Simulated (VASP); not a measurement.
## VASP inputs for CdS (rocksalt)

INCAR

```
EDIFF = 1E-7
IBRION = 2
LCHARG = .FALSE.
EDIFFG = -5E-3
ISIF = 3
LASPH = .TRUE.
ENCUT = 600
ISMEAR = -1
NBANDS = 16
LWAVE = .FALSE.
NSW = 40
GGA = CA
LREAL = .FALSE.
NELM = 120
PREC = Accurate
SIGMA = 0.02
```

KPOINTS

```
KPOINTS created by Atomic Simulation Environment
0
Gamma
8 8 8
0 0 0
```

POSCAR

```
Cd S
 1.0000000000000000
    -0.0000000000000000    2.7472987755774514    2.7472987755774514
     2.7472987755774514   -0.0000000000000000    2.7472987755774514
     2.7472987755774514    2.7472987755774514   -0.0000000000000000
 Cd  S
   1   1
Cartesian
  0.0000000000000000  0.0000000000000000  0.0000000000000000
  2.7472987755774514  2.7472987755774514  2.7472987755774514
```

VASP ran with the recommended LDA PAW datasets (18 valence electrons in the cell).

**Question.** What does this run give?

**Answer.** relaxed cell vector lengths 3.785, 3.785, 3.785 Å; relaxed cell volume 38.35 Å³.
